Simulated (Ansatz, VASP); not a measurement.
**One calculation of CdTe, two programs**

Contents of POSCAR:

```
CdTe
1.0
    0.0000000000      3.2049986979      3.2049986979
    3.2049986979      0.0000000000      3.2049986979
    3.2049986979      3.2049986979      0.0000000000
Cd Te
1 1
Direct
    0.5000000000      0.5000000000      0.5000000000
    0.0000000000      0.0000000000      0.0000000000
```

Contents of INCAR.step1:

```
SYSTEM = CdTe
ALGO = Normal ; EDIFF = 1E-4
ENCUT = 520 ; GGA = PE
ISMEAR = 0 ; LASPH = .True.
LCHARG = .False. ; LREAL = .False.
LWAVE = .True. ; NBANDS = 16
NELM = 100 ; PREC = Accurate
SIGMA = 0.05
```

Contents of INCAR.step2:

```
SYSTEM = CdTe
ALGO = Normal ; EDIFF = 1E-6
ENCUT = 520 ; ISIF = 2
ISMEAR = 0 ; ISTART = 1
IVDW = 13 ; LASPH = .True.
LCHARG = .False. ; LMIXTAU = .True.
LREAL = .False. ; LWAVE = .False.
METAGGA = R2SCAN ; NBANDS = 16
NELM = 100 ; PREC = Accurate
SIGMA = 0.05 ; VDW_A1 = 0.51559235
VDW_A2 = 5.77342911 ; VDW_S6 = 1.0
VDW_S8 = 0.6018749
```

KPOINTS

```
k-points
0
Gamma
  6 6 6
  0 0 0
```

Input for Ansatz:

```yaml
crystal:
  lattice:
    - [0.0, 3.2049986979, 3.2049986979]
    - [3.2049986979, 0.0, 3.2049986979]
    - [3.2049986979, 3.2049986979, 0.0]
  atoms:
    - { symbol: Cd, position: [0.5, 0.5, 0.5] }
    - { symbol: Te, position: [0.0, 0.0, 0.0] }
basis:
  ecutwfc: 500
  ecutrho_ratio: 4
kpoints:
  mp_grid: { grid: [6, 6, 6] }
hamiltonian:
  xc: r2scan
  dispersion: d4
scf:
  occupations: { method: gaussian, width: 0.05 }
output:
  forces: true
  stress: true
  eigenvalues: true
```

Alike in both runs: task single point; functional r2SCAN; dispersion D4; k mesh 6 × 6 × 6; occupations gaussian, width 0.05 eV; no spin polarisation.

|  | VASP | Ansatz |
| --- | --- | --- |
| version | VASP 6.6.1 | Ansatz 0.2.0 |
| potentials or method | VASP PAW PBE potentials, release 64 (Cd, Te) | scalar-relativistic, plane waves, PAW |
| plane-wave cutoff (eV) | 520 | 500 |
| valence electrons in the cell | 18 | 36 |

Ansatz gave:

```
gap on the k mesh at the Fermi level (eV) : none
pressure (GPa)                            : -6.3
dispersion energy (meV/atom)              : -129.9
```

Task: What did VASP give for the same quantities?

Result: gap on the k mesh at the Fermi level (eV): none; pressure (GPa): -6.2; dispersion energy (meV/atom): -129.7.

A gap of «none» marks a metal or a gap that the smearing closes. The two sets of potentials don't hold the same shells in valence.

Caveats: the PAW data sets were made with another functional, which shifts forces and pressure a little (VASP); pairwise dispersion overbinds metals, which lowers pressure and volume. Spin-orbit coupling is left out, which matters for the levels of Te.
